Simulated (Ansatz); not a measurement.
## Phonon dispersion of Cu

Computed with DFT PBE, scalar-relativistic, plane waves, PAW in Ansatz 0.2.0. Plane waves to 420 eV; Γ-centred k mesh 20×20×20; Fermi-Dirac smearing of 0.15 eV. No spin polarisation. Phonons by linear response, acoustic sum rule imposed.

Relaxed structure:
```yaml
crystal:
  lattice:
    - [0.00000, 1.81517, 1.81517]
    - [1.81517, 0.00000, 1.81517]
    - [1.81517, 1.81517, 0.00000]
  atoms:
    - { symbol: Cu, position: [0.00000, 0.00000, 0.00000] }
```

In a metal, frequencies and elastic constants depend on the k mesh and the smearing, soft modes and shear constants most. The q mesh is coarse, so values between its points are rough.

Force constants from linear response on a 2×2×2 q mesh.

Task: Is the structure dynamically stable on the q mesh?

Result: Yes, on this mesh: no mode is imaginary.

Task: Give the frequencies (cm⁻¹) at the points of high symmetry.

Result:
```
point q frequencies
    X  0.500 0.000 0.500  168 168 238
    U  0.625 0.250 0.625  153 197 220
    K  0.375 0.375 0.750  153 197 220
    L  0.500 0.500 0.500  113 113 242
    W  0.500 0.250 0.750  168 206 206
```

Cost: 1 run of about 1 core-minutes, on AMD EPYC 7R13 Processor (Zen 3) (shared hosts).